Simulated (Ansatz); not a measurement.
Runs of Ansatz 0.2.0 on C. It takes space group Fd-3m (No. 227, cubic). The conventional cell has a = 3.567 Å, b = 3.567 Å, c = 3.567 Å, α = 90.00°, β = 90.00°, γ = 90.00°. Around C (site symmetry -43m) lie 4 C at 1.54 Å. This isn't the form of C at room conditions, which is graphite.

```tsv
task	level	cell	k mesh	cutoff (eV)	smearing	basis error allowed	mesh quality	gap on the mesh (eV)	pressure (GPa)	relaxed volume (Å³/atom)
elastic constants	PBEsol	as given	10 × 10 × 10	476	fermi-dirac 0.05 eV	0.001 eV/atom	not flagged	4.04	-4.8	-
relaxation of cell and atoms	PBEsol+D3(BJ)	relaxed	13 × 13 × 13	-	fermi-dirac 0.05 eV	0.001 eV/atom	not flagged	4.06	0.0	(c)
single point	PBE	as given	5 × 5 × 5	389	fermi-dirac 0.04 eV	0.003 eV/atom	coarse	(a)	2.0	-
band structure	RPBE	as given	13 × 13 × 13	447	fermi-dirac 0.05 eV	0.001 eV/atom	not flagged	4.15	7.9	-
single point	PBE	as given	13 × 13 × 13	449	gaussian 0.025 eV	0.001 eV/atom	not flagged	4.15	(b)	-
relaxation of cell and atoms	BLYP+D4	relaxed	13 × 13 × 13	-	fermi-dirac 0.05 eV	0.001 eV/atom	not flagged	4.46	0.0	5.68
relaxation of cell and atoms	PBEsol+D4	relaxed	13 × 13 × 13	-	fermi-dirac 0.05 eV	0.001 eV/atom	not flagged	4.06	0.0	5.57
```

Alike in all rows: potentials or basis all-electron LAPW, scalar-relativistic; no spin polarisation.

Estimate the missing entries.

(a) 4.17; (b) 1.8; (c) 5.56.

Caveats: some runs use coarse meshes; an odd mesh through Γ misses points on the zone boundary, where band edges often lie (some runs); the cell is more than 3 GPa from zero pressure, which shifts response properties (some runs).
